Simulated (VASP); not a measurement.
A run of VASP 6.6.1 is set up as follows.

INCAR

```
PREC = Accurate
ENCUT = 600
EDIFF = 1E-7
ISMEAR = 1
SIGMA = 0.1
LREAL = False
LASPH = True
NELM = 80
ALGO = Normal
ISIF = 3
LWAVE = False
LCHARG = False
GGA = PS
IBRION = 2
NSW = 90
EDIFFG = -0.005
```

File KPOINTS:

```
Automatic mesh
0
Gamma
  10 10 10
```

File POSCAR:

```
Bi                                      
1.0
    2.2638750612      1.3070488760      3.8754840212
   -2.2638750612      1.3070488760      3.8754840212
    0.0000000000     -2.6140977520      3.8754840212
  Bi            
     2
Direct
     0.2367738491047429    0.2367738491047429    0.2367738491047429
     0.7632261508952571    0.7632261508952571    0.7632261508952571
```

Potentials or basis: VASP PAW PBE potentials, release 64 (Bi_d).

The run is started by

```bash
$ cat potpaw_PBE.64/Bi_d/POTCAR > POTCAR
$ mpirun -np 1 vasp_std > vasp.out
```

**Question.** Predict the space group after relaxing (to 0.05 Å).

**Answer.** R-3m (No. 166).

**Question.** What does it give for the relaxed volume?

**Answer.** 34.38 Å³/atom.

**Question.** What does it give for the relaxed cell?

**Answer.** a = 4.673 Å, b = 4.673 Å, c = 4.673 Å, α = 57.94°, β = 57.94°, γ = 57.94°.

Final structure:
```xyz
2
Lattice="2.2634 1.3068 3.8741 -2.2634 1.3068 3.8741 0.0000 -2.6136 3.8741" Properties=species:S:1:pos:R:3 pbc="T T T"
Bi    0.0000    0.0000    2.7514
Bi    0.0000    0.0000    8.8709
```

Caveat: the PAW data sets were made with another functional, which shifts forces and pressure a little.
